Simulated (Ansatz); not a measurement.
Space group Pm-3m (No. 221). a = 3.128 Å, b = 3.128 Å, c = 3.128 Å, α = 90.00°, β = 90.00°, γ = 90.00°
```tsv
atom	site	symmetry	x	y	z
Zn	1b	m-3m	0.5000	0.5000	0.5000
Au	1a	m-3m	0.0000	0.0000	0.0000
```

Equation of state of this ZnAu structure (not necessarily the ground state), with shape and atoms relaxed at each volume where symmetry leaves them free. It has no gap at any of these volumes. Theory: DFT PBEsol, scalar-relativistic, plane waves, PAW in Ansatz 0.2.0.

Settings: cutoff 420 eV, Γ-centred mesh 14×14×14 on the computed 2-atom cell, Gaussian smearing of 0.10 eV; no spin polarisation.

```csv
V (Å³/atom),E − E(largest V) (meV/atom),P (GPa)
13.469,73.56,25.75
13.928,12.22,17.36
14.387,-27.25,10.43
14.846,-48.63,4.71
15.306,-55.15,0.00
15.765,-49.42,-3.87
16.224,-33.64,-7.06
16.836,0.00,-10.43
```

Question: Fit a third-order Birch–Murnaghan equation to E(V).

Answer: V0 = 15.31 Å³/atom, B0 = 142 GPa, B0' = 5.5.

Spin-orbit coupling is left out, which matters for the bands of heavy elements.